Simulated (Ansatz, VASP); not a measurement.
# One calculation of BAs, two programs

```
CELL_PARAMETERS angstrom
5.88834 0.00000 0.00000
0.00000 5.88834 0.00000
0.00000 0.00000 3.38959
ATOMIC_POSITIONS crystal
B 0.67727 0.67727 0.00000
B 0.17727 0.82273 0.50000
B 0.82273 0.17727 0.50000
B 0.32273 0.32273 0.00000
As 0.81861 0.81861 0.50000
As 0.18139 0.18139 0.50000
As 0.68139 0.31861 0.00000
As 0.31861 0.68139 0.00000
```

Alike in both runs: functional PBE; k mesh 6 × 6 × 8; occupations gaussian, width 0.02 eV; no spin polarisation.

Ansatz relaxed the structure, and its values are those at the end. VASP's run is a single point on that final structure, the one shown.

|  | VASP | Ansatz |
| --- | --- | --- |
| version | VASP 6.6.1 | Ansatz 0.2.0 |
| potentials or method | VASP PAW PBE potentials, release 64 (B, As) | scalar-relativistic, plane waves, PAW |
| plane-wave cutoff (eV) | 520 | 420 |
| valence electrons in the cell | 32 | 72 |

|  | VASP | Ansatz | Ansatz less VASP |
| --- | --- | --- | --- |
| gap on the k mesh at the Fermi level (eV) | 0.84 | 0.85 | +0.011 |
| least direct gap on the mesh (eV) | 1.17 | 1.17 | +0.006 |
| pressure (GPa) | 0.6 | 0.0 | -0.56 |

The two sets of potentials don't hold the same shells in valence.

A k mesh can miss the band edges. PBE gaps usually lie below the measured ones, often by a third to a half.
